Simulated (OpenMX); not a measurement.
# Al in OpenMX: the effect of biaxial strain

Crystal: Al.

```
Al
1.0
     4.36486    0.00000    0.00000
    -2.18244    3.78008    0.00000
     0.00000    0.00000    2.75393
Al
2
Cartesian
  0.0000 2.5201 1.3770
  2.1825 1.2600 1.3770
```

The cell was built by a generator and needn't be a form met in nature.

Alike in all runs:

| Item | Value |
| --- | --- |
| Program | OpenMX 3.8.5 |
| Task | single point |
| Functional | PBE |
| Potentials or basis | OpenMX 2013 PBE set, Al7.0-s2p2d1, grid cutoff 300 Ry |
| k mesh | 5 × 5 × 7 |
| Occupations | fermi-dirac, width 0.05 eV |
| Spin | no spin polarisation |

```tsv
biaxial strain	pressure (GPa)
-4 %	4.2
-2 %	1.6
0 %	-0.2
2 %	?
4 %	-3.2
```

Question: What does the run with biaxial strain 2 % give?

Answer: Pressure -1.9 GPa.

Worked out: A parabola through the other rows of the pressure, of slope -0.721 GPa per % there, gives -1.9 GPa, against the run's -1.9.

Caveats: the basis of atomic orbitals isn't converged, which shifts pressures, moduli and gaps.
